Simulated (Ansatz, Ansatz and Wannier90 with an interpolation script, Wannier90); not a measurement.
# AlN (F-43m): quasiparticle bands by Wannier interpolation

G0W0 gives levels on a mesh alone; what do the bands of AlN (F-43m) look like between the points?

Main program and level: Ansatz 0.2.0; LDA, Wannier functions and G0W0, plane waves, PAW.

## 1. Set-up

Symmetry: F-43m, No. 216, cubic system. Conventional cell: a = 4.368 Å, b = 4.368 Å, c = 4.368 Å, α = 90.00°, β = 90.00°, γ = 90.00°. Al has 4 N at 1.89 Å nearest. N has 4 Al at 1.89 Å nearest. Farther neighbours and most contacts between anions are not listed.

The cell and positions are those that the Materials Project relaxed with its own functionals (PBE, PBE+U or r2SCAN), kept fixed. This is not the form that AlN usually takes at ambient conditions. The default PAW set here is soft_2. Its files were made with PBE.

## 2. LDA bands

The cheap functional maps the bands first; the places of the edges decide which points the dearer methods must see.

This step: DFT, LDA, plane waves, PAW.

File input.yaml:

```yaml
crystal:
  lattice:
    - [0.0, 2.18399356, 2.18399356]
    - [2.18399356, 0.0, 2.18399356]
    - [2.18399356, 2.18399356, 0.0]
  atoms:
    - { symbol: Al, position: [0.0, 0.0, 0.0] }
    - { symbol: "N", position: [0.25, 0.25, 0.25] }
kpoints:
  mp_grid: { grid: [10, 10, 10] }
  band_path:
    path:
      - [[0.0, 0.0, 0.0], [-0.5, -0.5, 0.0], [-0.375, -0.375, 0.25]]
      - [[-0.375, 0.0, 0.375], [0.0, 0.0, 0.0], [0.0, 0.0, 0.5], [-0.5, -0.25, 0.25], [-0.5, -0.5, 0.0]]
    npoints: 10
hamiltonian:
  xc: lda
scf:
  occupations: { method: fermi_dirac, width: 0.02 }
  n_extra_bands: 30
output:
  eigenvalues: true
  fatbands: true
  write_density: true
  write_potential: true
  elf: true
  volumetric_format: npy
```

On the command line:

```sh
ansatz run input.yaml --threads 12 --pin off --max-ram 22118MiB --backend cpu --events-out ev --progress --plain --runs-dir out
```

Numbers of over 12 decimals in the logs are rounded to 6 here.

What it wrote:

```text
scf.n_extra_bands = 30 over 4 filled bands (N_el = 8.0): the run solves 34 bands
Engine: ansatz 0.2.0, aarch64-unknown-linux-gnu
Pseudopotentials: kind: paw
Pseudopotential: Al, paw, valence charge 3, recommended cutoff 420 eV (normal), Al.paw.azcp
Pseudopotential: N, paw, valence charge 5, recommended cutoff 420 eV (normal), N.paw.azcp
Functional definition: SPW92
  exchange = slater_x
  correlation = pw_c
Crystal: 2 atoms, lattice volume = 20.835 Å³
Basis set: ecut = 420 eV, 411 PW (Γ)
Bands: 34, of which v1, the nominal top of the filled ones, is band 4 counted from 1 (3 counted from 0)
Symmetry: 24 space group operations
Space group: F-43m (ITA 216), of the structure as read, at distance tolerance 2.8e-5 Å
k-points: 47 of 1000 (time reversal used)
Non-local potential: Al, projectors of the file, l = 0: 2, l = 1: 2, l = 2: 1
Non-local potential: N, projectors of the file, l = 0: 2, l = 1: 2, l = 2: 1
PAW form: soft (Blöchl's): semilocal exchange-correlation on the pseudo side does not see the compensation charge
PAW frozen core: Al, regenerated for the run's functional, and the local potential with it (the file was generated under x = pbe(κ = 0.804, μ = 0.219515), c = pbe(β = 0.066725))
PAW frozen core: N, regenerated for the run's functional, and the local potential with it (the file was generated under x = pbe(κ = 0.804, μ = 0.219515), c = pbe(β = 0.066725))
PAW one-centre angular grid: Al, 110 points (default); XC on 64 Gauss nodes
PAW one-centre angular grid: N, 110 points (default); XC on 64 Gauss nodes
Initial density: superposition of atomic densities (neutral atoms: chi_scale 0, normalization atom), corrected by the library's trained network
Initial wavefunctions: pseudopotential atomic-orbital guess
Functional: x = slater, c = lda
SCF iter   1: F=—  HF=-889.813455 eV  |F-HF|=—  |Δ(HF+E_count)|=         —  Δρ=8.80e-3  dr2=1.84e-2  ethr=1.77e-3  ⟨swp⟩=4.9  Hψ=7272  notcnv=0  defer=734
preconditioner: auto → none  [insulator: Δε(μ)=3.108 eV  Ē_g=42.501 eV  σ=0.020 eV  W_gap=1.00  n_scr=0 (ndim 8)  ℏωp=23.0 eV  f_vac=0.000  D(μ)=0.00/eV (n_scr^D=0)  ε∞_Penn≈1.3]
SCF iter   2: F=—  HF=-889.808798 eV  |F-HF|=—  |Δ(HF+E_count)|=   4.66e-3  Δρ=3.96e-3  dr2=3.65e-3  ethr=2.30e-4  ⟨swp⟩=1.0  Hψ=1974  notcnv=0  defer=973
SCF iter   3: F=—  HF=-889.807657 eV  |F-HF|=—  |Δ(HF+E_count)|=   1.14e-3  Δρ=2.49e-4  dr2=4.37e-6  ethr=4.56e-5  ⟨swp⟩=2.9  Hψ=811  notcnv=0  defer=1137
SCF iter   4: F=—  HF=-889.807658 eV  |F-HF|=—  |Δ(HF+E_count)|=   9.01e-7  Δρ=2.77e-5  dr2=1.06e-7  ethr=5.46e-8  ⟨swp⟩=2.5  Hψ=594  notcnv=0  defer=1141
iter 5 did not close the SCF: its close was put off for the readings that it lacked (scf_convergence_deferred on its scf_iter line)
SCF iter   5: F=-889.807658 eV  HF=-889.807658 eV  |F-HF|=2.36e-10  |Δ(HF+E_count)|=   2.99e-8  Δρ=2.41e-6  dr2=5.34e-10  ethr=1.32e-9  ⟨swp⟩=2.4  Hψ=604  notcnv=0  defer=1141
SCF iter   6: F=-889.807658 eV  HF=-889.807658 eV  |F-HF|=1.48e-12  |Δ(HF+E_count)|=  3.29e-10  Δρ=1.47e-7  dr2=1.73e-12  ethr=6.68e-12  ⟨swp⟩=9.7  Hψ=11254  notcnv=0
SCF 1 converged in 6 iterations: F = -889.807658 eV  dr2 = 1.73e-12
[...]
NSCF: frozen V_eff on 62 k-points
SCF converged after 6 iterations
Free energy (F): -889.807658 eV
Harris-Foulkes:  -889.807658 eV  (|F-HF|=1.48e-12)
Internal energy: -889.807658 eV  (E = F + TS)
E sigma→0 (E₀):  -889.807658 eV
Fermi energy:    8.309158 eV
--- Per-component energies (eV) ---
  E_band       = 13.336092
  E_kinetic    = 158.764488
  E_local      = -223.416631  (includes V_loc(G=0)·N_el)
  E_nonlocal   = 57.504106
  E_hartree    = 76.301309
  E_xc         = -100.518852
  E_vxc        = -107.484538  (∫ρ·V_xc dr)
  E_paw        = -561.974375  (= ΣΔE_a)
  E_vpaw       = -24.634036  (= ΣTr[D̂ρ^β])
  E_aug_tail   = 0.000091  (compensation charges beyond the density's cutoff)
  E_ewald      = -296.603555
  E_core_change = 0.135761  (= ΣΔE_core)
  E_smearing   = -0.000000  (= −TS)
  E_closure    = 0.000000  (closes the sum)
  Σ components = -889.807658   (vs F -889.807658, Δ=0.00e0)
--- Band table (eV; the first three rows and the last of 47) ---
  k-point 0: bands = [-8.1395, 6.6759, 6.6759, 6.6759, 10.9051, 19.0345, 19.0345, 19.0345, ... 26 higher]
  k-point 1: bands = [-7.9902, 5.8718, 6.6241, 6.6241, 11.5502, 18.6515, 19.1660, 19.1660, ... 26 higher]
  k-point 2: bands = [-7.5643, 4.2679, 6.4945, 6.4945, 12.6452, 17.8691, 19.1000, 19.1000, ... 26 higher]
  k-point 46: bands = [-5.3126, 2.5641, 3.5516, 4.0313, 12.3173, 17.3515, 18.9032, 19.1132, ... 26 higher]
```

Elapsed: 0.93 s, on 12 threads of Arm Neoverse V2, shared host; peak memory 0.35 GiB.

The column dr2 measures how far the density is from self-consistency, as an energy; F and HF (Harris–Foulkes) agree once it is small.

Numbers from this step:

```yaml
filled_bands: 4
gap: 3.244 eV
valence_top_at: Γ
conduction_bottom_at: X
least_direct_gap: 4.229 eV
```

The gap is indirect, with the least direct gap 0.99 eV higher.

Electrostatic potential energy in the ac plane of a cell with a along [110], b along [-110] and c along [001] of the cube at fractional y = 0.000, with atoms of Al and N within 0.2 Å of it. With pseudopotentials it is smooth inside the atoms' cores, unlike the true potential.

Values in eV, 7 rows by 16 columns, each cell a mean:
```
 -3  -7  -1  -4  -7  -1  -6  -5  -3  -7  -1  -4  -7  -1  -6  -5
  2   4  -7 -42 -46 -23   4   3   2   4  -7 -42 -46 -23   4   3
 11  11   6 -13 -19  -2  10  11  11  11   6 -13 -19  -2  10  11
 12  12  11  10   9  10  11  12  12  12  11  10   9  10  11  12
 10  10  10  10   9  10  10  10  10  10  10  10   9  10  10  10
 -3   0   6   9   9   8   3  -2  -3   0   6   9   9   8   3  -2
  1  -7  -2   8   9   3  -8  -2   1  -7  -2   8   9   3  -8  -2
```
Columns run along a (6.2 Å; values clipped at the 3rd and 97th percentile), rows up along c (4.4 Å), edges of the conventional cell, whose origin can differ from the input's. Atoms in or near the plane, at fractional coordinates: Al at (0.50, 0.00), Al at (0.00, 0.00), N at (0.75, 0.75), N at (0.25, 0.75).

Valence density in the ac plane of a cell with a along [110], b along [-110] and c along [001] of the cube at fractional y = 0.000, with atoms of Al and N within 0.2 Å of it. It is the smooth field of the valence electrons, not physical close to the nuclei.

Ten even steps from '0' (0.1 e/Å³) to '9' (3.6 e/Å³), each cell a mean:
```
00112110000122100
00256420001366310
00389730001599510
00269620001488410
00124210000133100
00001000000011000
00000000000000000
00000000000000000
00000000000000000
00000000000000000
00000000000000000
00000000000000000
```
Columns run along a (6.2 Å), rows up along c (4.4 Å), edges of the conventional cell, whose origin can differ from the input's. Atoms in or near the plane, at fractional coordinates: Al at (0.50, 0.00), Al at (0.00, 0.00), N at (0.75, 0.75), N at (0.25, 0.75).

## 3. Overlaps and projections on 10×10×10

This step: overlaps and projections of LDA states for Wannier90, plane waves, PAW.

input.yaml, the sections that differ from step 2:

```yaml
kpoints:
  mp_grid: { grid: [10, 10, 10] }
scf:
  occupations: { method: fixed }
  n_extra_bands: 30
output:
  wannier:
    kmesh: [10, 10, 10]
    projections:
      - { species: Al, l: s, shell: 3 }
      - { species: Al, l: p, shell: 3 }
      - { species: "N", l: p, shell: 2 }
    minimise: false
    seedname: w
    disentanglement: { window: [0.63, 26.9], frozen_window: [0.63, 12.92] }
# crystal, hamiltonian: as in step 2
```

What it wrote:

```text
[...]
Crystal: 2 atoms, lattice volume = 20.835 Å³
Basis set: ecut = 420 eV, 411 PW (Γ)
Bands: 34, of which v1, the nominal top of the filled ones, is band 4 counted from 1 (3 counted from 0)
Symmetry: 24 space group operations
[...]
k-points: 47 of 1000 (time reversal used)
[...]
Fermi energy:    6.675942 eV
[...]
--- Band table (eV; the first three rows and the last of 47) ---
  k-point 0: bands = [-8.1395, 6.6759, 6.6759, 6.6759, 10.9051, 19.0345, 19.0345, 19.0345, ... 26 higher]
  k-point 1: bands = [-7.9902, 5.8718, 6.6241, 6.6241, 11.5502, 18.6515, 19.1660, 19.1660, ... 26 higher]
  k-point 2: bands = [-7.5643, 4.2679, 6.4945, 6.4945, 12.6452, 17.8691, 19.1000, 19.1000, ... 26 higher]
  k-point 46: bands = [-5.3126, 2.5641, 3.5516, 4.0313, 12.3173, 17.3515, 18.9032, 19.1132, ... 26 higher]
[key lines of the parts left out:]
SCF converged after 6 iterations
Free energy (F): -889.807658 eV
```

The job ended after 1.4 s (12 threads; peak memory 0.56 GiB).

[end of part 1 of 3]

[Paths, hosts, dates, memory and timing lines, banners, echoed tables and standing remarks are left out of the program output.]

[Logs are printed without paths, hosts, clocks, repeated set-up lines and the standing remarks that a program may print on its own settings, such as how far it seeks lower states.]

[Runs of the session that timed out or met a known fault of the program may be left out.]

[Hosts, paths, dates, database ids (printed as entryN), source tags and the programs' standing remarks are cut or masked in the printed files.]
